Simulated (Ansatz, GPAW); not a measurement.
# One calculation of Zr, 3 ways

```
Zr
1.0
     3.23200    0.00000    0.00000
    -1.61600    2.79899    0.00000
     0.00000    0.00000    5.14700
Zr
2
Cartesian
  1.6160 0.9330 3.8603
  0.0000 1.8660 1.2868
```

Alike in all runs: task single point; functional PBE; k mesh 9 × 9 × 5; occupations gaussian, width 0.023 eV; no spin polarisation; no spin-orbit coupling. Pressure is positive in compression and, in plane waves, holds the error of the finite cutoff, which Ansatz's Pulay term estimates and takes out.

| program and potentials | plane-wave cutoff (eV) | notes | pressure (GPa) |
| --- | --- | --- | --- |
| Ansatz, Ansatz PAW | 420 | - | 0.58 |
| GPAW, GPAW PAW data sets (gpaw-data 1.2.1) | 600 | - | 0.25 |
| Ansatz, all-electron LAPW, scalar-relativistic | - | - | 0.60 |

The pressure spans 0.25 (GPAW, GPAW PAW data sets (gpaw-data 1.2.1)) to 0.60 GPa (Ansatz, all-electron LAPW, scalar-relativistic), with all-electron results at 0.60.

Differences between rows come from potentials, basis sets and numerical settings, since the functional is the same but for its coding. Runs on potential files found faulty are left out.
